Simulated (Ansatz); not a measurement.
# S in Ansatz: the effect of target pressure

Crystal: S.

```xyz
6
Lattice="5.4090 3.1229 1.4267 -5.4090 3.1229 1.4267 0.0000 -6.2458 1.4267" Properties=species:S:1:pos:R:3 pbc="T T T"
S     4.1595   -1.7607    2.4018
S    -3.6046   -2.7219    2.4018
S    -0.5550    4.4826    2.4018
S    -4.1595    1.7607    1.8782
S     3.6046    2.7219    1.8782
S     0.5550   -4.4826    1.8782
```

This isn't the form of S at room conditions, which is orthorhombic, of S8 rings.

Alike in all runs:

| Quantity | Value |
| --- | --- |
| Program | Ansatz 0.2.0 |
| Task | relaxation of cell and atoms |
| Functional | PBEsol |
| Potentials or basis | Ansatz PAW |
| Cutoff | 420 eV (not typed: the program's choice for these potentials) |
| k mesh | 7 × 7 × 7 |
| Occupations | fermi-dirac, width 0.05 eV |
| Spin | no spin polarisation |

Each run relaxes the cell or the atoms first.

**Question.** One run gave: relaxed volume 14.59 Å³/atom; gap on the mesh 0.77 eV. Which target pressure did it use?
A. 2 GPa
B. 10 GPa
C. 0 GPa
D. 20 GPa
E. 5 GPa

**Answer.** D.

```tsv
target pressure	relaxed volume (Å³/atom)	gap on the mesh (eV)
0 GPa	22.87	2.04
2 GPa	19.80	1.75
5 GPa	18.01	1.55
10 GPa	16.39	1.31
20 GPa	14.59	0.77
30 GPa	13.48	0.32
```

Caveats: odd divisions of the mesh miss points on the zone boundary, where band edges often lie, so the gap on the mesh can be too wide; the plane-wave basis is chosen anew once the cell has moved, so the energies of steps on either side of that aren't comparable; the PAW data sets come from PBE, with cores solved anew for the run's functional, which leaves a small shift of forces and pressure; the volume moved by over 15 % at a fixed basis, so the end points are rough (some runs).

A k mesh can miss the band edges.
